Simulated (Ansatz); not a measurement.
Crystal: TePb.

```
CELL_PARAMETERS angstrom
4.00229 0.00000 0.00000
0.00000 4.00229 0.00000
0.00000 0.00000 4.00229
ATOMIC_POSITIONS crystal
Pb 0.00000 0.00000 0.00000
Te 0.50000 0.50000 0.50000
```

Measurements of this composition are mostly on another form, of space group No. 225.

- Program: Ansatz 0.2.0
- Task: relaxation of cell and atoms
- Functional: revPBE
- Potentials or basis: Ansatz PAW
- Cutoff: 420 eV (not typed: the program's choice for these potentials)
- k mesh: 7 × 7 × 7
- Occupations: fermi-dirac, width 0.05 eV
- Spin: no spin polarisation

At the start: volume 32.05 Å³/atom.

Problem. How do energy, volume and symmetry change on relaxing?

Solution. It ends after 3 steps and the volume is 32.95 Å³/atom (+2.8 %); space group Pm-3m (No. 221, to 0.05 Å).

The path:
| step | energy change (eV) | largest force (eV/Å) | volume (Å³) |
| --- | --- | --- | --- |
| 1 | 0.0000 | 0.0000 | 64.11 |
| 2 | -0.0059 | 0.0000 | 65.89 |
| 3 | -0.0062 | 0.0000 | 65.89 |

Final structure:
```cif
data_structure
_symmetry_space_group_name_H-M 'P 1'
_symmetry_Int_Tables_number 1
_cell_length_a 4.0390
_cell_length_b 4.0390
_cell_length_c 4.0390
_cell_angle_alpha 90.000
_cell_angle_beta 90.000
_cell_angle_gamma 90.000
_cell_volume 65.89
loop_
_atom_site_label
_atom_site_type_symbol
_atom_site_fract_x
_atom_site_fract_y
_atom_site_fract_z
_atom_site_occupancy
Pb1 Pb 0.00000 0.00000 0.00000 1
Te1 Te 0.50000 0.50000 0.50000 1
```

Caveat: the plane-wave basis is chosen anew once the cell has moved, so the energies of steps on either side of that aren't comparable; the PAW data sets come from PBE, with cores solved anew for the run's functional, which leaves a small shift of forces and pressure.
